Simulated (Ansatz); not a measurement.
SiO2 under strain

Theory: Ansatz 0.2.0, DFT r2SCAN, scalar-relativistic, plane waves, PAW. Run with 500 eV cutoff, 6×6×4 k-mesh, Gaussian smearing of 0.02 eV, no spin polarisation.

The relaxed crystal:

```
Si O
1.0
     4.98158    0.00000    0.00000
     0.00000    4.98158    0.00000
     0.00000    0.00000    6.92070
Si O
4 8
Direct
  0.19782 0.19782 0.00000
  0.30218 0.69782 0.75000
  0.69782 0.30218 0.25000
  0.80218 0.80218 0.50000
  0.60871 0.73828 0.68115
  0.39129 0.26172 0.18115
  0.73828 0.60871 0.31885
  0.23828 0.89129 0.93115
  0.26172 0.39129 0.81885
  0.10871 0.76172 0.56885
  0.89129 0.23828 0.06885
  0.76172 0.10871 0.43115
```

Deformation: biaxial strain in the a-b plane, with the length and tilt of c and the atoms relaxed, all within the symmetry that the strain leaves. Energies are extrapolated to zero smearing. Stress is positive in compression, on the Cartesian axes of the cell above. Gaps are generalised Kohn–Sham gaps over the whole zone.

| strain (%) | ΔE (meV/atom) | a (Å) | b (Å) | c (Å) | σxx (GPa) | σyy (GPa) | σzz (GPa) | gap (eV) |
| --- | --- | --- | --- | --- | --- | --- | --- | --- |
| -3.0 | 5.2 | 4.832 | 4.832 | 6.858 | 2.06 | 2.06 | 0.00 | 6.51 |
| -1.5 | 1.3 | 4.907 | 4.907 | 6.884 | 0.96 | 0.96 | 0.01 | 6.43 |
| +0.0 | 0.0 | 4.982 | 4.982 | 6.921 | 0.01 | 0.01 | 0.01 | 6.35 |
| +1.5 | 1.1 | 5.056 | 5.056 | 6.964 | -0.82 | -0.82 | -0.01 | 6.25 |
| +3.0 | 4.4 | 5.131 | 5.131 | 7.010 | -1.56 | -1.56 | 0.00 | 6.16 |

This form isn't the usual stable structure of the compound.